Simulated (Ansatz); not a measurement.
Input and output of a one-shot G0W0 calculation on AlP (started from an entry of an open crystallographic database) (the plane-wave code Ansatz, G0W0@PBE with 304 empty bands, a screening cutoff of 220 eV and a 4×4×4 mesh). Cell and atoms come from a relaxation with r2SCAN.

Input (YAML):
```yaml
crystal:
  lattice:
    - [0.0, 2.7392607961, 2.7392607961]
    - [2.7392607961, 0.0, 2.7392607961]
    - [2.7392607961, 2.7392607961, 0.0]
  atoms:
    - { symbol: Al, position: [0.0, 0.0, 0.0] }
    - { symbol: P, position: [0.25, 0.25, 0.25] }
kpoints:
  mp_grid: { grid: [4, 4, 4] }
hamiltonian:
  xc: pbe
scf:
  occupations: { method: fixed }
gw:
  n_empty_bands: 304
  ecut_chi: 220
  qp_bands: [v2, c2]
  qp_kpoints: band_edges
  screening: { model: contour_deformation }
```

Run as `ansatz run input.yaml --threads 2 --pin off --max-ram 2211MiB --backend cpu --events-out ev --progress --plain --runs-dir out`.

Main lines of the log:
```
Functional definition: PBE
Crystal: 2 atoms, lattice volume = 41.108 Å³
Basis set: ecut = 420 eV, 821 PW (Γ)
Bands: 8, of which v1, the nominal top of the filled ones, is band 4 counted from 1 (3 counted from 0)
Symmetry: 24 space group operations
Space group: F-43m (ITA 216)
k-points: 8 of 64 (time reversal used)
SCF iter   1: HF=-1294.346271 eV  Δρ=6.95e-4  dr2=2.03e-4
preconditioner: auto → none  [insulator: Δε(μ)=1.586 eV  ℏωp=16.4 eV]
SCF iter   2: HF=-1294.346170 eV  Δρ=3.39e-4  dr2=3.01e-5
SCF iter   3: HF=-1294.346190 eV  Δρ=1.38e-4  dr2=3.49e-6
SCF iter   4: HF=-1294.346197 eV  Δρ=2.12e-5  dr2=2.03e-7
SCF iter   5: HF=-1294.346197 eV  Δρ=4.55e-6  dr2=1.12e-8
SCF iter   6: HF=-1294.346197 eV  Δρ=8.29e-7  dr2=3.38e-10
SCF 1 converged in 6 iterations: F = -1294.346197 eV  dr2 = 3.38e-10
SCF converged after 6 iterations
Free energy (F): -1294.346197 eV
Fermi energy:    4.985728 eV
--- G₀W₀: contour deformation, 7 samples at zero and on the imaginary axis and 2 off it, 64 q-points, 304 empty bands' worth ---
    ik  band        ε_KS         Σx   Σc(E_QP)       V_xc       Z   E_QP_lin       E_QP  E_QP is
     0     3      4.9857   -16.0053     1.4205   -13.8012  0.7607     4.1956     4.2022  root
     0     4      4.9857   -16.0053     1.4205   -13.8012  0.7607     4.1956     4.2022  root
     0     5      8.2006    -8.4224    -4.4869   -13.1039  0.7736     8.3957     8.3952  root
     0     6      9.5101    -6.2663    -4.5625   -11.0733  0.7668     9.7555     9.7546  root
     1     3      4.5458   -15.9046     1.5461   -13.5681  0.7581     3.7483     3.7554  root
     1     4      4.5458   -15.9046     1.5461   -13.5681  0.7581     3.7483     3.7554  root
     1     5      8.2592    -7.1931    -4.3439   -11.7355  0.7760     8.4581     8.4576  root
     1     6     10.0958    -5.9805    -4.7333   -10.9426  0.7606    10.3254    10.3245  root
     2     3      4.2267   -15.9897     1.6923   -13.4905  0.7554     3.4118     3.4198  root
     2     4      4.2267   -15.9897     1.6923   -13.4905  0.7554     3.4118     3.4198  root
     2     5      7.7492    -7.2835    -4.1984   -11.6623  0.7794     7.9300     7.9297  root
     2     6      9.7740    -5.4066    -4.6102   -10.2151  0.7679     9.9730     9.9723  root
     3     3      3.7073   -15.6075     1.8222   -12.9716  0.7523     2.8847     2.8937  root
     3     4      3.7073   -15.6075     1.8222   -12.9716  0.7523     2.8847     2.8937  root
     3     5      7.8290    -5.9049    -4.1282   -10.1519  0.7813     7.9480     7.9478  root
     3     6      9.0401    -5.8171    -4.4442   -10.3940  0.7742     9.1731     9.1728  root
     4     3      2.3442   -15.1542     2.2176   -12.1278  0.7375     1.5223     1.5354  root
     4     4      3.4491   -15.7021     1.9446   -12.9317  0.7493     2.6134     2.6233  root
     4     5      7.7631    -5.6205    -4.1182    -9.8206  0.7830     7.8451     7.8450  root
     4     6     10.2569    -6.2886    -4.6836   -11.1075  0.7595    10.3925    10.3922  root
     6     3      2.8986   -15.7124     2.1869   -12.6801  0.7428     2.0411     2.0533  root
     6     4      2.8986   -15.7124     2.1869   -12.6801  0.7428     2.0411     2.0533  root
     6     5      6.5633    -5.1710    -3.8456    -9.0096  0.7894     6.5563     6.5563  root
     6     6      7.4381    -6.0193    -3.9974   -10.1420  0.7852     7.5635     7.5633  root
```

The points are ik 0 = (0, 0, 0) (Γ), ik 1 = (0, 0, 1/4), ik 2 = (0, 0, -1/2) (L), ik 3 = (0, 1/4, 1/4), ik 4 = (0, 1/4, -1/2), ik 6 = (0, -1/2, -1/2) (X); band 4 is the last filled one.

Over the mesh points the PBE gap of 1.58 eV becomes a quasiparticle gap of 2.35 eV (Γ to X), a change of +0.77 eV. Renormalisation factors Z lie between 0.74 and 0.79. G0W0 here is at a finite number of bands, screening cutoff and k mesh, not at the basis limit.

Calculated for a static, non-magnetic cell.
